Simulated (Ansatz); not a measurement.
GaP (started from an entry of an open crystallographic database) at its r2SCAN geometry, in the plane-wave code Ansatz. The base run uses HSE06 on a modest mesh; each further run changes one setting, sensibly or not. Doubtful ones may also carry a cap on iterations. All numbers are computed, and spin polarisation is off unless an edit sets a moment.

Base input:
```yaml
crystal:
  lattice:
    - [0.0, 2.725410193, 2.725410193]
    - [2.725410193, 0.0, 2.725410193]
    - [2.725410193, 2.725410193, 0.0]
  atoms:
    - { symbol: Ga, position: [0.0, 0.0, 0.0] }
    - { symbol: P, position: [0.25, 0.25, 0.25] }
kpoints:
  mp_grid: { grid: [4, 4, 4] }
hamiltonian:
  xc: hse06
scf:
  occupations: { method: fixed }
  n_extra_bands: 4
output:
  forces: true
  stress: true
  eigenvalues: true
  write_density: true
  write_potential: true
  elf: true
  volumetric_format: npy
```

Base results:
```
Basis set: ecut = 420 eV, 749 PW (Γ)
Symmetry: 24 space group operations
Space group: F-43m (ITA 216)
k-points: 8 of 64 (time reversal used)
Exchange kernel: α = 0.2500, screened, ω = 0.2079 Å⁻¹, Wigner–Seitz truncation, v(0) = 1021.1186 eV·Å³, q-mesh 4×4×4
hybrid SCF converged: 2 outer / 12 inner (+2 warm-up)
Free energy (F): -4540.486796 eV
Fermi energy:    6.663609 eV
--- Stress (GPa, compression-positive) ---
        1.130582       0.000000       0.000000
        0.000000       1.130582       0.000000
        0.000000       0.000000       1.130582
  P = ⅓ Tr σ = 1.1306 GPa (11.306 kbar)
```
The gap over this mesh is 2.305 eV.

Run as `ansatz run input.yaml --threads 4 --pin off --max-ram 3686MiB --backend cpu --events-out ev --progress --plain --runs-dir out`. It took 7 s on 4 threads of Arm Neoverse N1 (shared host); peak host memory 0.61 GiB.

Q: What happens with this change?
```yaml
scf:
  occupations: { method: gaussian, width: 0.05 }
```

A: Energy, stress and gap stay within 1 meV an atom, 0.1 GPa and 0.005 eV of the base. The width is small against the gap, so it doesn't matter.

Q: Predict the outcome of this edit.
```yaml
hamiltonian:
  xc: { exchange: pbe, correlation: pbe, exx: { coeff: 0.5, omega: 0.3 } }
```

A: That is 50 % exact exchange, screened with ω = 0.3 1/Å, against HSE06's 25 % screened at 0.208 1/Å. The mean stress moves by -1.1 GPa and the gap on the mesh by +0.358 eV (to 2.663). Totals of different functionals aren't comparable.
```
Exchange kernel: α = 0.5000, screened, ω = 0.3000 Å⁻¹, Wigner–Seitz truncation, v(0) = 502.2394 eV·Å³, q-mesh 4×4×4
hybrid SCF converged: 3 outer / 13 inner (+2 warm-up)
Free energy (F): -4541.620610 eV
Fermi energy:    6.371021 eV
--- Stress (GPa, compression-positive) ---
        0.040580       0.000000       0.000000
        0.000000       0.040580       0.000000
        0.000000       0.000000       0.040580
  P = ⅓ Tr σ = 0.0406 GPa (0.406 kbar)
```

Q: What happens with this change?
```yaml
hamiltonian:
  xc:
    exchange: pbe
    correlation: pbe
    exx: { coeff: 0.5, omega: 0.2078 }
```

A: That is 50 % exact exchange, screened with ω = 0.2078 1/Å, against HSE06's 25 % screened at 0.208 1/Å. The mean stress moves by -1.5 GPa and the gap on the mesh by +0.724 eV (to 3.029). Totals of different functionals aren't comparable.
```
Exchange kernel: α = 0.5000, screened, ω = 0.2078 Å⁻¹, Wigner–Seitz truncation, v(0) = 1021.7481 eV·Å³, q-mesh 4×4×4
hybrid SCF converged: 3 outer / 13 inner (+2 warm-up)
Free energy (F): -4541.714467 eV
Fermi energy:    6.158011 eV
--- Stress (GPa, compression-positive) ---
       -0.418746       0.000000       0.000000
        0.000000      -0.418746       0.000000
        0.000000       0.000000      -0.418746
  P = ⅓ Tr σ = -0.4187 GPa (-4.187 kbar)
```

Q: What happens with this change?
```yaml
hamiltonian:
  xc: { exchange: pbe, correlation: pbe, exx: { coeff: 0.5, omega: 0.1 } }
```

A: That is 50 % exact exchange, screened with ω = 0.1 1/Å, against HSE06's 25 % screened at 0.208 1/Å. The mean stress moves by -1.9 GPa and the gap on the mesh by +1.350 eV (to 3.655). Totals of different functionals aren't comparable. The program warns that on this mesh the truncation of the exchange isn't bounded, so part of the change can be an error of the mesh.
```
Exchange kernel: α = 0.5000, screened, ω = 0.1000 Å⁻¹, Wigner–Seitz truncation, v(0) = 2866.5812 eV·Å³, q-mesh 4×4×4
hybrid SCF converged: 3 outer / 13 inner (+2 warm-up)
Free energy (F): -4541.796233 eV
Fermi energy:    5.817694 eV
--- Stress (GPa, compression-positive) ---
       -0.773728       0.000000       0.000000
        0.000000      -0.773728       0.000000
        0.000000       0.000000      -0.773728
  P = ⅓ Tr σ = -0.7737 GPa (-7.737 kbar)
```

The stress of a hybrid is loosely converged in these runs.

The meshes of the hybrids are coarse, so their gaps aren't converged to the digits shown.
